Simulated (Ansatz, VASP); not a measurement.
# Al: VASP beside Ansatz

INCAR

```
SYSTEM = Al
PREC     = Accurate       ! precision mode
ENCUT    = 520            ! plane-wave cutoff, eV
EDIFF    = 1E-7           ! SCF threshold, eV
ISMEAR   = 0              ! smearing method
SIGMA    = 0.15           ! smearing width, eV
LREAL    = .FALSE.        ! projectors in reciprocal space
LASPH    = .TRUE.         ! aspherical terms in the spheres
NELM     = 100            ! most SCF steps
ALGO     = Normal         ! electronic algorithm
ISIF     = 2              ! what is computed and relaxed
LWAVE    = .FALSE.        ! write WAVECAR
LCHARG   = .FALSE.        ! write CHGCAR
GGA      = PS             ! functional
NBANDS   = 8              ! bands
```

KPOINTS

```
Automatic mesh
0
G
  20 20 20
  0 0 0
```

File POSCAR:

```
Al
1.0
   -1.5434821293      1.5434821293      1.5673504096
    1.5434821293     -1.5434821293      1.5673504096
    1.5434821293      1.5434821293     -1.5673504096
Al
1
Direct
    0.0000000000      0.0000000000      0.0000000000
```

Input for Ansatz:

```yaml
crystal:
  lattice:
    - [-1.5434821293, 1.5434821293, 1.5673504096]
    - [1.5434821293, -1.5434821293, 1.5673504096]
    - [1.5434821293, 1.5434821293, -1.5673504096]
  atoms:
    - { symbol: Al, position: [0.0, 0.0, 0.0] }
basis:
  ecutwfc: 420
kpoints:
  mp_grid: { grid: [20, 20, 20] }
hamiltonian:
  xc: pbesol
scf:
  occupations: { method: gaussian, width: 0.15 }
output:
  forces: true
  stress: true
  eigenvalues: true
```

Change from the starting cell: strain -0.030 along x and y, -0.015 along z, atoms carried along.

Alike in both runs: task single point; functional PBEsol; k mesh 20 × 20 × 20; occupations gaussian, width 0.15 eV; no spin polarisation.

|  | VASP | Ansatz |
| --- | --- | --- |
| version | VASP 6.6.1 | Ansatz 0.2.0 |
| potentials or method | VASP PAW PBE potentials, release 64 (Al) | scalar-relativistic, plane waves, PAW |
| plane-wave cutoff (eV) | 520 | 420 |
| valence electrons in the cell | 3 | 3 |

VASP gave:

| Item | Value |
| --- | --- |
| gap on the k mesh at the Fermi level (eV) | none |
| pressure (GPa) | 9.6 |
| largest component of the traceless stress (GPa) | 0.75 |

Question: Which values does Ansatz return?

Answer: gap on the k mesh at the Fermi level (eV): none; pressure (GPa): 9.5; largest component of the traceless stress (GPa): 0.75.

A gap of «none» marks a metal or a gap that the smearing closes.

Caveats: the PAW data sets were made with another functional, which shifts forces and pressure a little (VASP).
